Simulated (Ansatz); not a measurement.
# simple cubic against fcc along the alkali metals

Method: DFT, PBE, plane waves (420 eV) with PAW, scalar-relativistic (Ansatz 0.2.0).

Each structure is relaxed within its symmetry, in the lowest magnetic state of the tried starts. Differences under about 8 meV lie within the error of the k-point mesh.

```
element  E(simple cubic) − E(fcc) (meV/atom)  V(simple cubic) (Å³/atom)  V(fcc) (Å³/atom)  state of simple cubic       state of fcc
     Li                                  121                      20.44             20.17      spin not included  spin not included
     Na                                  119                      39.81             37.09      spin not included  spin not included
      K                                  104                      79.28             74.13      spin not included  spin not included
     Rb                                   95                      98.94             91.49      spin not included  spin not included
     Cs                                   93                     127.60            116.48      spin not included  spin not included
```
